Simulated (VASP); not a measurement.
Method: LDA (Ceperley-Alder, Perdew-Zunger), VASP's LDA PAW potentials (set 64) (plane waves; VASP).

VASP input:

KPOINTS:
```
Automatic mesh
0
Gamma
8 8 8
0.5 0.5 0.5
```

INCAR:
```
ALGO  =  Normal
EDIFF  =  1E-6
ENCUT  =  210
ISIF  =  2
ISMEAR  =  0
LASPH  =  T
LCHARG  =  F
LMAXMIX  =  4
LREAL  =  F
LWAVE  =  F
NELM  =  100
PREC  =  Accurate
SIGMA  =  0.01
SYSTEM  =  CsBr
```

**POSCAR**
```
CsBr
8.4695640
  0.5000000000   0.0000000000   0.0000000000
  0.0000000000   0.5000000000   0.0000000000
  0.0000000000   0.0000000000   0.5000000000
Cs Br
1 1
Cart
  0.0000000000   0.0000000000   0.0000000000
  0.2500000000   0.2500000000   0.2500000000
```

POTCAR, in this order: Cs_sv Br (LDA.64 set). Program: vasp_std.

The run wrote:

### OSZICAR
```
       N       E                     dE             d eps       ncg     rms          rms(c)
DAV:   1     0.571085546814E+02    0.57109E+02   -0.40326E+03   480   0.572E+02
DAV:   2    -0.335172173418E+01   -0.60460E+02   -0.57379E+02   708   0.136E+02
DAV:   3    -0.699542000130E+01   -0.36437E+01   -0.36351E+01   588   0.375E+01
DAV:   4    -0.702326922948E+01   -0.27849E-01   -0.27842E-01   580   0.396E+00
DAV:   5    -0.702354689124E+01   -0.27766E-03   -0.27762E-03   592   0.357E-01    0.208E+00
DAV:   6    -0.681638835963E+01    0.20716E+00   -0.30944E-01   536   0.289E+00    0.138E+00
DAV:   7    -0.677660026488E+01    0.39788E-01   -0.13468E-01   612   0.191E+00    0.597E-01
DAV:   8    -0.677391239517E+01    0.26879E-02   -0.74148E-03   604   0.554E-01    0.904E-02
DAV:   9    -0.677368784831E+01    0.22455E-03   -0.93232E-04   612   0.189E-01    0.738E-02
DAV:  10    -0.677370146206E+01   -0.13614E-04   -0.54807E-05   588   0.533E-02    0.158E-02
DAV:  11    -0.677370286298E+01   -0.14009E-05   -0.13065E-05   572   0.208E-02    0.322E-03
DAV:  12    -0.677370264905E+01    0.21394E-06   -0.22439E-06   480   0.915E-03
   1 F= -.67737026E+01 E0= -.67737026E+01  d E =-.100087E-39
```

**OUTCAR**
```
------------------------ aborting loop because EDIFF is reached ----------------------------------------
  FORCE on cell =-STRESS in cart. coord.  units (eV):
  Direction    XX          YY          ZZ          XY          YZ          ZX
  --------------------------------------------------------------------------------------
  Total       -0.8509744     -0.8509744     -0.8509744      0.0000000      0.0000000     -0.0000000
  in kB      -17.9528706    -17.9528706    -17.9528706      0.0000000      0.0000000     -0.0000000
  external PRESSURE =     -17.9528706 kB  Pullay stress =       0.0000000 kB
  volume of cell :       75.94
      direct lattice vectors                 reciprocal lattice vectors
     4.234782000  0.000000000  0.000000000     0.236139664  0.000000000  0.000000000
     0.000000000  4.234782000  0.000000000     0.000000000  0.236139664  0.000000000
     0.000000000  0.000000000  4.234782000     0.000000000  0.000000000  0.236139664
 POSITION                                       TOTAL-FORCE (eV/Angst)
 -----------------------------------------------------------------------------------
      0.00000      0.00000      0.00000         0.000000      0.000000      0.000000
      2.11739      2.11739      2.11739         0.000000      0.000000      0.000000
 -----------------------------------------------------------------------------------
    total drift:                                0.000000      0.000000      0.000000
  FREE ENERGIE OF THE ION-ELECTRON SYSTEM (eV)
  ---------------------------------------------------
  free  energy   TOTEN  =        -6.7737026490 eV

  energy  without entropy=       -6.7737026490  energy(sigma->0) =       -6.77370265
```
(Selected blocks of OUTCAR.)

OUTCAR:
```
 val. band max:       -0.2456700385   @ k =   0.0625   0.0625   0.0625

 cond. band min:       4.3900800682   @ k =   0.0625   0.0625   0.0625


 Fermi energy:        -0.1543139980

 k-point     1 :       0.0625    0.0625    0.0625
  band No.  band energies     occupation
      1     -19.8706      2.00000
      2     -12.6663      2.00000
      3      -6.4846      2.00000
      4      -6.4846      2.00000
      5      -6.4435      2.00000
      6      -0.3825      2.00000
      7      -0.2457      2.00000
      8      -0.2457      2.00000
      9       4.3901      0.00000
     10       4.6020      0.00000
     11       4.6020      0.00000
     12       8.7763      0.00000

 k-point     2 :       0.1875    0.0625    0.0625
  band No.  band energies     occupation
      1     -19.8531      2.00000
      2     -12.6701      2.00000
      3      -6.6198      2.00000
      4      -6.4491      2.00000
      5      -6.4210      2.00000
      6      -0.7911      2.00000
      7      -0.3176      2.00000
      8      -0.3091      2.00000
      9       4.7991      0.00000
     10       5.0614      0.00000
     11       5.3138      0.00000
     12       8.5084      0.00000

 k-point     3 :       0.3125    0.0625    0.0625
  band No.  band energies     occupation
      1     -19.8282      2.00000
      2     -12.6770      2.00000
      3      -6.7892      2.00000
      4      -6.3975      2.00000
      5      -6.3932      2.00000
      6      -1.2831      2.00000
      7      -0.4232      2.00000
      8      -0.3758      2.00000
      9       5.1534      0.00000
     10       5.9976      0.00000
     11       6.4263      0.00000
     12       8.2691      0.00000

 k-point     4 :       0.4375    0.0625    0.0625
  band No.  band energies     occupation
      1     -19.8102      2.00000
      2     -12.6831      2.00000
      3      -6.8969      2.00000
      4      -6.3748      2.00000
      5      -6.3600      2.00000
      6      -1.5789      2.00000
...
```

At this cut-off the stress carries a Pulay error, which pulls relaxed volumes low.  Unless said otherwise, spin-orbit coupling is left out, though it shifts the bands of the heavy elements here.

The structure comes from a computed database's CsBr entry; how it stands against other phases isn't given here. The cell was not relaxed at this level. The run is one of a series of settings (ENCUT = 210, KPOINTS 8×8×8 Γ-centred mesh shifted by (0.5, 0.5, 0.5) against the base run), some of them coarse on purpose.
